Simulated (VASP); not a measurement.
Input of a VASP 6.6.1 run:

The input INCAR:

```
PREC = Accurate
ENCUT = 520
EDIFF = 1E-7
ISMEAR = 0
SIGMA = 0.03
LREAL = F
LASPH = T
NELM = 60
ALGO = Normal
ISIF = 2
LWAVE = F
LCHARG = F
NBANDS = 17
```

KPOINTS

```
Automatic mesh
0
Gamma
  10 10 10
```

Contents of POSCAR:

```
SnTe
1.0
    0.0000000000      3.1185587808      3.1185587808
    3.1185587808      0.0000000000      3.1185587808
    3.1185587808      3.1185587808      0.0000000000
Sn Te
1 1
Direct
    0.0000000000      0.0000000000      0.0000000000
    0.5000000000      0.5000000000      0.5000000000
```

Potentials or basis: VASP PAW LDA potentials, release 64 (Sn_d, Te).

Command:

```bash
$ cat potpaw_LDA.64/Sn_d/POTCAR potpaw_LDA.64/Te/POTCAR > POTCAR
$ mpirun -np 1 vasp_std > vasp.out
```

Question: What does it give for the pressure?

Answer: 0.0 GPa.

Question: Predict the band gap on the k mesh.

Answer: 0.21 eV.

Caveat: semilocal functionals underestimate gaps, and a narrow one can read as zero; spin-orbit coupling is left out, which moves the levels of the heavy elements.

**The experiment to reproduce.**

A printed reference work, textbook reports, for a bulk crystal of SnTe at 300 K: band gap 0.18 eV (direct).

A measured gap of SnTe is 0.18 eV (direct; 300 K; a printed reference work, textbook); the calculated 0.21 eV misses it by +0.03 eV. Spin-orbit coupling on Sn, Te is left out. The value is that of LDA on a finite k mesh, which can miss the band edges, without temperature or zero-point motion.
